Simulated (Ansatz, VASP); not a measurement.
## Two plane-wave programs on SiC

```xyz
2
Lattice="0.0000 2.1680 2.2008 2.2008 0.0000 2.2008 2.2008 2.1680 0.0000" Properties=species:S:1:pos:R:3 pbc="T T T"
Si    0.0000    0.0000    0.0000
C     3.3012    3.2519    3.3012
```

Change from the starting cell: strain +e along x and -e along y +0.0000, strain +e along z and -e/2 along x and y -0.0100.

Alike in both runs: task single point; functional PBE; k mesh 10 × 10 × 10; occupations gaussian, width 0.05 eV; no spin polarisation.

|  | VASP | Ansatz |
| --- | --- | --- |
| version | VASP 6.6.1 | Ansatz 0.2.0 |
| potentials or method | VASP PAW PBE potentials, release 64 (Si, C) | scalar-relativistic, plane waves, PAW |
| plane-wave cutoff (eV) | 520 | 520 |
| valence electrons in the cell | 8 | 8 |

```csv
,VASP,Ansatz,Ansatz less VASP
gap on the k mesh at the Fermi level (eV),1.22,1.22,+0.003
least direct gap on the mesh (eV),4.51,4.51,+0.004
pressure (GPa),0.0,0.0,+0.05
largest component of the traceless stress (GPa),2.49,2.49,-0.006
```

A k mesh can miss the band edges.
